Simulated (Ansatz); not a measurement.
# GaAs: zone-centre modes at -3 GPa

The calculation used Ansatz 0.2.0, DFT PBE, scalar-relativistic, plane waves, PAW. Plane waves to 420 eV; Γ-centred k mesh 12×12×12; Gaussian smearing of 0.02 eV. No spin polarisation. Phonons by linear response, acoustic sum rule imposed.

The cell, relaxed at -3 GPa:
```yaml
crystal:
  lattice:
    - [0.00000, 2.92764, 2.92764]
    - [2.92764, 0.00000, 2.92764]
    - [2.92764, 2.92764, 0.00000]
  atoms:
    - { symbol: Ga, position: [0.00000, 0.00000, 0.00000] }
    - { symbol: As, position: [0.75000, 0.75000, 0.75000] }
```

In a metal, frequencies and elastic constants depend on the k mesh and the smearing, soft modes and shear constants most.

Optical modes at Γ; i marks an imaginary frequency:
| frequency (cm⁻¹) | degeneracy |
| --- | --- |
| 227 | 3 |

All 3 optical modes at Γ are real: no displacement of atoms at fixed cell lowers the energy to second order. Strains and modes at other wave vectors aren't tested by this run.

The bands only touch here, so at this level the crystal is a zero-gap semiconductor or semimetal, not an ordinary metal; spin–orbit coupling, left out, can open or move such a gap.

Cost: 1 run of about 0.66 core-minutes, on Intel Xeon Platinum 8375C (Ice Lake) (shared hosts).